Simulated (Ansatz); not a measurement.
# FeO (C2/m) in Ansatz: equation of state

How stiff is FeO in PBE, and what volume does it want? The cell is scaled to several volumes.

All numbers are computed with Ansatz 0.2.0; they aren't measurements. Logs are shortened: lines on timing, memory, paths and dates and some standing lists are left out, and cuts for length are marked.

### 1 Starting point

The structure is monoclinic, space group C2/m (No. 12). Conventional cell: a = 5.365 Å, b = 3.049 Å, c = 5.275 Å, α = 90.00°, β = 92.55°, γ = 90.00°. Fe (site symmetry 2/m) is surrounded by 6 O at 2.17 to 2.21 Å. Fe (site symmetry 2/m) is surrounded by 6 O at 2.19 to 2.30 Å. O (site symmetry m) has 6 Fe at 2.17 to 2.30 Å as nearest neighbours.

The cell comes from a database or a generator and needn't be the stable form of this composition.

### 2 Single point, PBE, collinear spin, ferromagnetic start, 10.13 Å³/atom (volume scaled by 0.94)

Contents of input.yaml:

```yaml
crystal:
  lattice:
    - [2.6276045537, -1.4933104517, 0.0]
    - [2.6276045537, 1.4933104517, 0.0]
    - [-0.2295278007, 0.0, 5.161879041]
  atoms:
    - { symbol: Fe, position: [0.0, 0.0, 0.5], spin: 3.0 }
    - { symbol: Fe, position: [0.0, 0.0, 0.0], spin: 3.0 }
    - { symbol: O, position: [0.335467, 0.335467, 0.744299] }
    - { symbol: O, position: [0.664533, 0.664533, 0.255701] }
hamiltonian:
  xc: pbe
  pseudopotentials: { kind: paw }
magnetization:
  spin_polarized: true
kpoints:
  mp_grid: { grid: [10, 10, 5] }
scf:
  occupations: { method: fermi_dirac, width: 0.05 }
output:
  forces: true
  stress: true
  eigenvalues: true
```

Potentials or basis: Ansatz PAW.

Command:

```
$ ansatz run input.yaml --threads 2 --pin off --max-ram 5120MiB --backend cpu --events-out ev --progress --plain --runs-dir out
```

The log of the run:

```text
Warning: RAYON_NUM_THREADS=2 ignored (pool sized by the plan → 2); use --threads N
Engine: ansatz 0.2.0, x86_64-unknown-linux-gnu
Pseudopotentials: kind: paw
Pseudopotential: Fe, paw, valence charge 16, recommended cutoff 420 eV (normal), Fe.paw.azcp
Pseudopotential: O, paw, valence charge 6, recommended cutoff 420 eV (normal), O.paw.azcp
Functional definition: PBE
  parameter kappa = 0.804
  parameter beta = 0.06672455060314922
  exchange = pbe_x(kappa = kappa, mu = beta*pi^2/3)
  correlation = pbe_c(beta = beta)
Crystal: 4 atoms, lattice volume = 40.509 Å³
Basis set: ecut = 420 eV, 781 PW (Γ), exchange–correlation on 48×48×72 points (8 copies of the dense FFT grid, shifted against one another)
Bands: 30, of which v1, the nominal top of the filled ones, is band 22 counted from 1 (21 counted from 0)
Symmetry: 4 space group operations
Space group: C2/m (ITA 12), of the structure as read, at distance tolerance 3.4e-5 Å
Magnetic group: BNS 12.58 (UNI 65), of the structure as read, at distance tolerance 3.4e-5 Å
k-points: 141 of 500
Non-local potential: Fe, projectors of the file, l = 0: 3, l = 1: 2, l = 2: 3, l = 3: 1
Non-local potential: O, projectors of the file, l = 0: 2, l = 1: 2, l = 2: 1
PAW form: soft (Blöchl's): semilocal exchange-correlation on the pseudo side does not see the compensation charge
PAW one-centre angular grid: Fe, 590 points (default); XC on 64 Gauss nodes
PAW one-centre angular grid: O, 110 points (default); XC on 64 Gauss nodes
Initial density: superposition of atomic densities (chi_scale 0.1, normalization cell, long waves kept (reshape's long-wave potential 0.02 eV rms))
Starting moments: Σ|m| = 6 μB on 2 of 4 sites
Initial wavefunctions: pseudopotential atomic-orbital guess
Functional: x = pbe(κ = 0.804, μ = 0.2195149727645171), c = pbe(β = 0.06672455060314922)
SCF iter   1: F=—  HF=-10093.259874 eV  |F-HF|=—  |Δ(HF+E_count)|=         —  Δρ=1.29e-1 (↑1.29e-1 ↓6.62e-2)  dr2=8.83e0  dr2_m=1.50e0  M=7.008 μB ∫|m|=7.008 μB  β_m=0.30  ethr=3.10e-3  ⟨swp⟩=5.2  Hψ=28947  notcnv=0
Mixer restart at iter 1: flushing history
preconditioner: auto → Kerker (q_TF=auto, 2.766 Å⁻¹)  [metal: Δε(μ)=0.001 eV  Ē_g=10.066 eV  σ=0.050 eV  W_gap=0.01  n_scr=22 (ndim 8)  ℏωp=30.9 eV  f_vac=0.000  D(μ)=5.87/eV (n_scr^D=98)]
spin=Collinear: Kerker preconditioning applied to the charge; magnetization (m = ρ↑ − ρ↓) channel mixes plain (no charge-response kernel on spin).
SCF iter   2: F=—  HF=-10093.860383 eV  |F-HF|=—  |Δ(HF+E_count)|=   6.01e-1  Δρ=9.42e-2 (↑9.42e-2 ↓6.26e-2)  dr2=1.07e0  dr2_m=2.11e0  M=7.924 μB ∫|m|=7.924 μB  β_m=0.47  ethr=3.10e-3  ⟨swp⟩=3.2  Hψ=18964  notcnv=0  defer=240
SCF iter   3: F=—  HF=-10094.056202 eV  |F-HF|=—  |Δ(HF+E_count)|=   1.96e-1  Δρ=3.99e-2 (↑3.99e-2 ↓3.15e-2)  dr2=2.99e-1  dr2_m=4.08e-1  M=7.987 μB ∫|m|=7.987 μB  β_m=0.63  ethr=2.43e-3  ⟨swp⟩=2.1  Hψ=12705  notcnv=0  defer=331
SCF iter   4: F=—  HF=-10094.111941 eV  |F-HF|=—  |Δ(HF+E_count)|=         —  Δρ=5.38e-3 (↑5.14e-3 ↓5.38e-3)  dr2=2.72e-2  dr2_m=3.09e-3  M=7.999 μB ∫|m|=8.004 μB  β_m=0.63  ethr=6.79e-4  ⟨swp⟩=2.6  Hψ=13320  notcnv=0  defer=331
Mixer restart at iter 4: flushing history
SCF iter   5: F=—  HF=-10094.115472 eV  |F-HF|=—  |Δ(HF+E_count)|=   3.53e-3  Δρ=3.49e-3 (↑3.49e-3 ↓3.10e-3)  dr2=1.09e-2  dr2_m=6.58e-4  M=7.999 μB ∫|m|=8.006 μB  β_m=0.82  ethr=6.19e-5  ⟨swp⟩=2.1  Hψ=12651  notcnv=0  defer=334
SCF iter   6: F=—  HF=-10094.118947 eV  |F-HF|=—  |Δ(HF+E_count)|=   3.48e-3  Δρ=2.63e-3 (↑1.98e-3 ↓2.63e-3)  dr2=6.12e-3  dr2_m=2.83e-4  M=7.999 μB ∫|m|=8.007 μB  β_m=0.68  ethr=2.49e-5  ⟨swp⟩=2.0  Hψ=15943  notcnv=0  defer=359
SCF iter   7: F=—  HF=-10094.118001 eV  |F-HF|=—  |Δ(HF+E_count)|=   9.46e-4  Δρ=7.86e-4 (↑7.42e-4 ↓7.86e-4)  dr2=3.78e-4  dr2_m=6.32e-5  M=7.999 μB ∫|m|=8.008 μB  β_m=0.81  ethr=1.39e-5  ⟨swp⟩=2.0  Hψ=15738  notcnv=0  defer=359
SCF iter   8: F=—  HF=-10094.118239 eV  |F-HF|=—  |Δ(HF+E_count)|=   2.39e-4  Δρ=3.33e-4 (↑3.24e-4 ↓3.33e-4)  dr2=1.19e-4  dr2_m=4.36e-6  M=7.999 μB ∫|m|=8.007 μB  β_m=0.77  ethr=8.60e-7  ⟨swp⟩=2.0  Hψ=14616  notcnv=0  defer=359
[... 8 lines left out ...]
SCF iter  16: F=—  HF=-10094.213692 eV  |F-HF|=—  |Δ(HF+E_count)|=   1.22e-2  Δρ=7.92e-3 (↑7.92e-3 ↓7.91e-3)  dr2=7.65e-2  dr2_m=5.36e-3  M=-0.025 μB ∫|m|=6.929 μB  β_m=0.69  ethr=4.42e-5  ⟨swp⟩=2.5  Hψ=18938  notcnv=0  defer=417
SCF iter  17: F=—  HF=-10094.203691 eV  |F-HF|=—  |Δ(HF+E_count)|=   1.00e-2  Δρ=2.13e-3 (↑1.07e-3 ↓2.13e-3)  dr2=8.09e-3  dr2_m=2.37e-4  M=0.008 μB ∫|m|=6.933 μB  β_m=0.76  ethr=4.42e-5  ⟨swp⟩=2.4  Hψ=16556  notcnv=0  defer=417
SCF iter  18: F=—  HF=-10094.202614 eV  |F-HF|=—  |Δ(HF+E_count)|=   1.08e-3  Δρ=1.12e-3 (↑9.40e-4 ↓1.12e-3)  dr2=6.71e-4  dr2_m=1.65e-4  M=0.046 μB ∫|m|=6.930 μB  β_m=0.88  ethr=1.84e-5  ⟨swp⟩=1.6  Hψ=11002  notcnv=0  defer=417
SCF iter  19: F=—  HF=-10094.203034 eV  |F-HF|=—  |Δ(HF+E_count)|=   4.20e-4  Δρ=3.19e-4 (↑3.15e-4 ↓3.19e-4)  dr2=3.74e-5  dr2_m=2.46e-5  M=0.050 μB ∫|m|=6.930 μB  β_m=0.94  ethr=1.52e-6  ⟨swp⟩=2.0  Hψ=10568  notcnv=0  defer=417
SCF iter  20: F=—  HF=-10094.203049 eV  |F-HF|=—  |Δ(HF+E_count)|=   1.49e-5  Δρ=1.37e-4 (↑1.37e-4 ↓1.20e-4)  dr2=1.89e-5  dr2_m=2.15e-6  M=0.051 μB ∫|m|=6.930 μB  β_m=0.97  ethr=8.51e-8  ⟨swp⟩=2.1  Hψ=14667  notcnv=0  defer=417
SCF iter  21: F=—  HF=-10094.203049 eV  |F-HF|=—  |Δ(HF+E_count)|=   3.37e-7  Δρ=4.37e-5 (↑2.99e-5 ↓4.37e-5)  dr2=9.07e-7  dr2_m=1.65e-7  M=0.052 μB ∫|m|=6.930 μB  β_m=0.98  ethr=4.30e-8  ⟨swp⟩=2.1  Hψ=9365  notcnv=0  defer=417
SCF iter  22: F=—  HF=-10094.203050 eV  |F-HF|=—  |Δ(HF+E_count)|=   2.31e-7  Δρ=1.89e-5 (↑1.62e-5 ↓1.89e-5)  dr2=1.57e-7  dr2_m=4.03e-8  M=0.052 μB ∫|m|=6.930 μB  β_m=0.97  ethr=2.06e-9  ⟨swp⟩=2.0  Hψ=13503  notcnv=0  defer=417
SCF iter  23: F=—  HF=-10094.203050 eV  |F-HF|=—  |Δ(HF+E_count)|=   1.17e-7  Δρ=1.04e-5 (↑1.04e-5 ↓1.02e-5)  dr2=7.85e-8  dr2_m=8.06e-9  M=0.052 μB ∫|m|=6.930 μB  β_m=0.98  ethr=3.57e-10  ⟨swp⟩=2.0  Hψ=13819  notcnv=0  defer=417
SCF iter  24: F=—  HF=-10094.203050 eV  |F-HF|=—  |Δ(HF+E_count)|=   1.15e-8  Δρ=1.20e-5 (↑1.13e-5 ↓1.20e-5)  dr2=1.84e-7  dr2_m=1.51e-8  M=0.052 μB ∫|m|=6.930 μB  β_m=0.98  ethr=1.78e-10  ⟨swp⟩=2.0  Hψ=13886  notcnv=0  defer=417
SCF iter  25: F=-10094.203050 eV  HF=-10094.203050 eV  |F-HF|=1.85e-8  |Δ(HF+E_count)|=   2.91e-9  Δρ=5.06e-6 (↑3.22e-6 ↓5.06e-6)  dr2=1.89e-8  dr2_m=1.81e-9  M=0.052 μB ∫|m|=6.930 μB  ethr=1.78e-10  ⟨swp⟩=7.0  Hψ=32094  notcnv=0
SCF 1 converged in 25 iterations: F = -10094.203050 eV  dr2 = 1.89e-8
WARN: the starting moments were not kept: 1 of 2 ended reversed and 1 kept their direction, counting a site from 0.1 μB. The largest reversed, site 1 (counted from 0, in the order of the report's site_moments_mub), started with +3.0 μB and closes at -3.2e0 μB in its sphere. The net magnetisation is 5.1e-2 μB in size, at most 0.1 of the 6 μB that the starting moments add up to as vectors. The SCF closed on another magnetic arrangement than the starting moments describe; that does not show which of the two is lower. To try another start: change the starting moments (crystal.atoms[].spin, magnetization.per_species, magnetization.initial_magnetization, or on a non-collinear deck that types none of these the spinor_matrix: blocks that start its atoms; where the total moment is fixed, keep their sum and leave initial_magnetization as it is; typed ones take the place of any that the run laid by itself, positive ones on a crystal's lanthanoids without a Hubbard term where scf.initial_density.shell_occupations: [] is typed); see also scf.mixing.spin_hold.
SCF converged after 25 iterations
Magnetization: 0.0520 μB (22.0260 up, 21.9740 down)
Absolute magnetization: 6.9306 μB (∫|ρ↑−ρ↓|, with the PAW one-centre terms)
Spin contamination: 3.4855 ħ² per cell (⟨S²⟩ above its minimum at these occupations)
Per-site moments (μB) at R_I (Å): [(3.19041752997761, 0.8753996154578396), (-3.173587888260656, 0.8867968303113559), (0.008341729170043985, 0.8753996154578397), (0.008341729170044766, 0.8753996154578396)]
Free energy (F): -10094.203050 eV
Harris-Foulkes:  -10094.203050 eV  (|F-HF|=1.85e-8)
Internal energy: -10094.172084 eV  (E = F + TS)
E sigma→0 (E₀):  -10094.187567 eV
Entropy (-TS):   -0.030966 eV (-7.742 meV/atom)
Fermi energy:    14.233540 eV
--- Per-component energies (eV) ---
  E_band       = -545.214768
  E_kinetic    = 1031.863309
  E_local      = -5311.551062  (includes V_loc(G=0)·N_el)
  E_nonlocal   = 555.812707
  E_hartree    = 2171.227007
  E_xc         = -376.225604
  E_vxc        = -482.464367  (∫ρ·V_xc dr)
  E_paw        = -3057.324238  (= ΣΔE_a)
  E_vpaw       = -681.332915  (= ΣTr[D̂ρ^β])
  E_aug_tail   = 0.006667  (compensation charges beyond the density's cutoff)
  E_ewald      = -5107.980870
  E_smearing   = -0.030966  (= −TS)
  E_closure    = 0.000000  (closes the sum)
  Σ components = -10094.203050   (vs F -10094.203050, Δ=0.00e0)
--- Forces (eV/Å), atoms counted from 1 ---
  atom   1  Fe    -0.00000000     0.00000000     0.00000000
  atom   2  Fe     0.00000000     0.00000000     0.00000000
  atom   3  O     -0.02922162     0.00000000     0.24487410
  atom   4  O      0.02922162     0.00000000    -0.24487410
  max |Σ_I F_I| component: 0.00e0 eV/Å
--- Stress (GPa, compression-positive) ---
       -9.295537       0.000000       0.168918
        0.000000      -8.046262       0.000000
        0.168934       0.000000       2.814357
  P = ⅓ Tr σ = -4.8425 GPa (-48.425 kbar)
--- Band table (eV; the first three rows and the last of 282) ---
  k-point 0 ↑: bands = ["-75.3872", "-71.4872", "-41.4909", "-41.4172", "-41.3996", "-37.6889", "-37.5979", "-37.5801", "-6.2416", "-5.1853", "5.8663", "8.3031", "8.3773", "10.3867", "10.4007", "10.6990", "10.7222", "10.9692", "10.9885", "12.1967", "12.3059", "14.2004", "14.3230", "14.5586", "14.7360", "15.8188", "16.0290", "18.9436", "22.6287", "27.9299"]
  k-point 1 ↑: bands = ["-75.3872", "-71.4872", "-41.4907", "-41.4172", "-41.3991", "-37.6898", "-37.5979", "-37.5801", "-6.1534", "-5.2984", "6.1659", "8.3893", "8.4716", "9.4751", "10.3665", "10.3680", "10.8590", "10.9979", "11.0177", "12.5267", "12.6451", "14.1529", "14.2833", "14.3092", "15.2475", "15.8006", "15.9663", "18.7322", "22.9701", "28.0842"]
  k-point 2 ↑: bands = ["-75.3872", "-71.4872", "-41.4903", "-41.4172", "-41.3983", "-37.6914", "-37.5979", "-37.5802", "-5.9176", "-5.5736", "6.9750", "8.2380", "8.5714", "8.6786", "9.8834", "9.9146", "11.0235", "11.0443", "11.2011", "12.9670", "13.1304", "13.8044", "14.0562", "14.1644", "15.5048", "15.8549", "16.6878", "17.9424", "24.0842", "25.9029"]
  k-point 140 ↓: bands = ["-75.3091", "-71.5126", "-41.4195", "-41.3628", "-41.3577", "-37.7068", "-37.6745", "-37.6358", "-5.1320", "-5.0392", "6.3871", "6.7536", "8.1695", "8.5216", "8.9156", "9.4000", "10.5820", "11.7069", "11.8736", "12.7229", "12.9444", "13.2657", "14.8940", "14.9184", "15.9506", "16.0437", "19.2449", "19.9578", "22.9957", "23.2796"]
```

It took 8.6 s on 2 threads of AMD EPYC 9B45 (Zen 5), shared host; peak memory 0.69 GiB.

What came out:

```
Free energy            : -10094.2030 eV
Pressure               : -4.8 GPa
Largest force          : 0.247 eV/Å
Band gap on the k mesh : none (metal or under the smearing width)
Net moment             : 0.05 μB per cell
Absolute moment        : 6.93 μB per cell
Site moments           : Fe +3.19, -3.17; O +0.01 μB
```

Caveat: the pressure holds a Pulay correction of +0.6 GPa for the finite cutoff; semilocal functionals often make such compounds metallic where correlation or magnetic order opens a gap, which also shifts bond lengths; the starting moments weren't kept.

(Continued in part 2 of 2.)
